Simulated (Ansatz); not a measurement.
**SnSe: random displacements**

Computed with DFT LDA, scalar-relativistic, plane waves, PAW (Ansatz). Settings: plane waves to 420 eV, k-mesh 6×6×4 (Γ-centred), Gaussian smearing 0.05 eV. No spin polarisation. Energies are free energies at this smearing, counted from the undisturbed cell; pressure is positive in compression.

The undisturbed cell (as given, not relaxed at this level; this form isn't the usual structure):

```
Sn Se
1.0
     4.28533    0.00000    0.00000
     0.00000    4.28533    0.00000
     0.00000    0.00000   10.99069
Sn Se
2 2
Cartesian
  2.1427 0.0000 4.0911
  0.0000 2.1427 6.8996
  2.1427 0.0000 6.7707
  0.0000 2.1427 4.2200
```

The cell holds layers and no dispersion correction was added, so their binding is poorly described.

The atoms are displaced (Å, in the unstrained cell):

| atom | ux | uy | uz |
| --- | --- | --- | --- |
| Sn1 | 0.209 | -0.190 | -0.059 |
| Sn2 | -0.019 | -0.048 | -0.036 |
| Se3 | -0.258 | 0.035 | -0.214 |
| Se4 | 0.067 | 0.204 | 0.309 |

Strain (Voigt, engineering shear): (0.0396, -0.0440, -0.0046, 0.0718, 0.0294, 0.0334).

(1) What are the energy change, the stress and the forces?

Results:

(1) ΔE = 206.2 meV/atom; stress (xx, yy, zz, yz, xz, xy; compression positive) (-0.66, 0.54, 8.92, -0.68, 0.50, -1.33) GPa; gap on the mesh 0.77 eV.
```csv
atom,Fx (eV/Å),Fy,Fz
Sn1,-0.18,0.52,-0.61
Sn2,-0.15,-0.22,3.92
Se3,0.48,-0.03,0.86
Se4,-0.15,-0.27,-4.17
```

Cost: 1 run of about 1.7 core-minutes, on Intel Xeon Processor @ 2.50GHz (Skylake/Cascade Lake) (shared hosts).